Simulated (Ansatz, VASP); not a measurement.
## BaZrO3 in VASP and in Ansatz

```xyz
5
Lattice="4.1815 0.0000 0.0000 0.0000 4.1815 0.0000 0.0000 0.0000 4.1815" Properties=species:S:1:pos:R:3 pbc="T T T"
Ba    2.0907    2.0907    2.0907
Zr    0.0000    0.0000    0.0000
O     2.0907    0.0000    0.0000
O     0.0000    2.0907    0.0000
O     0.0000    0.0000    2.0907
```

Alike in both runs: task relaxation of cell and atoms; functional PBE; k mesh 6 × 6 × 6; occupations gaussian, width 0.02 eV; no spin polarisation.

|  | VASP | Ansatz |
| --- | --- | --- |
| version | VASP 6.6.1 | Ansatz 0.2.0 |
| potentials or method | VASP PAW PBE potentials, release 64 (Ba_sv, Zr_sv, O) | scalar-relativistic, plane waves, PAW |
| plane-wave cutoff (eV) | 600 | 420 |
| valence electrons in the cell | 40 | 40 |

|  | VASP | Ansatz | Ansatz less VASP |
| --- | --- | --- | --- |
| gap on the k mesh at the Fermi level, each at its own relaxed structure (eV) | 3.12 | 3.18 | +0.059 |
| relaxed volume (Å³/atom) | 15.19 | 15.11 | -0.088 |
| relaxed cell length with the largest relative difference (Å) | 4.235 | 4.227 | -0.0081 |
| energy change over the relaxation (meV/atom) | -11 | -8 | +2.8 |

Caveats: spin-orbit coupling is left out, which moves the levels of the heavy elements. PBE gaps usually lie below the measured ones, often by a third to a half. PBE usually gives volumes a little too large and moduli too small.
